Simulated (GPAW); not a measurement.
A run of GPAW 26.7.0:

The input run.py:

```python
import numpy as np
from ase import Atoms
from ase.dft.bandgap import bandgap
from ase.io import write
from ase.units import GPa
from gpaw import GPAW, PW
from gpaw.spinorbit import soc_eigenstates

atoms = Atoms(['Ir'],
              cell=[[0.06446927, 1.83735574, 1.75604886],
                    [1.94181314, 0.07743499, 1.74308315],
                    [2.17282487, 2.05540176, -0.15357675]],
              scaled_positions=[[0.0, 0.0, 0.0]],
              pbc=True)

calc = GPAW(mode=PW(600),
            xc='MGGA_X_R2SCAN+MGGA_C_R2SCAN',
            kpts={'size': (8, 8, 7), 'gamma': True},
            occupations={'name': 'fermi-dirac', 'width': 0.05},
            nbands=16,
            convergence={'density': 1e-05, 'energy': 1e-05},
            maxiter=150,
            txt='gpaw.txt')
atoms.calc = calc
energy = atoms.get_potential_energy()
forces = atoms.get_forces()
stress = atoms.get_stress()
calc.write('gs.gpw')
write('result.traj', atoms)
print(f'Energy: {energy:.6f} eV')
print('Forces (eV/A):')
print(forces.round(4))
print('Stress (GPa):', (stress / GPa).round(3))
print('Fermi level:', round(calc.get_fermi_level(), 4), 'eV')
print(f'Gap: {bandgap(calc)[0]:.4f} eV, direct: {bandgap(calc, direct=True)[0]:.4f} eV')

path = atoms.cell.bandpath('XGY,LGZ,NGM,RG', npoints=60, eps=1e-4)
bs_calc = calc.fixed_density(kpts=path, symmetry='off', nbands=24,
                             convergence={'bands': 'CBM+6.0', 'eigenstates': 1e-6}, txt='bands.txt')
bs = bs_calc.band_structure()
bs.write('bs.json')
print(f'Gap on the path: {bandgap(bs_calc)[0]:.4f} eV')

soc = soc_eigenstates(bs_calc, theta=0, phi=0, ignore_xc_potential=True)
np.savetxt('soc_bands.dat', soc.eigenvalues(), fmt='%.4f')
mesh = soc_eigenstates('gs.gpw', theta=0, phi=0, ignore_xc_potential=True)
np.savetxt('soc_mesh.dat', mesh.eigenvalues(), fmt='%.4f')
print('Fermi level with spin-orbit coupling:', round(mesh.fermi_level, 4), 'eV')
```

Potentials or basis: GPAW PAW data sets (gpaw-data 1.2.1), pw.

Run with:

```bash
$ OMP_NUM_THREADS=1 python run.py
```

Hardware: 1 thread of Arm Neoverse V1, with other jobs on the host.

Problem. How long does it take, and how much memory?

Solution. Run time: 2.5 min on 1 thread of Arm Neoverse V1, with other jobs on the host, peak memory 0.33 GiB. Counts: scf iterations 16, plane waves 479, bands 16, k points 226.
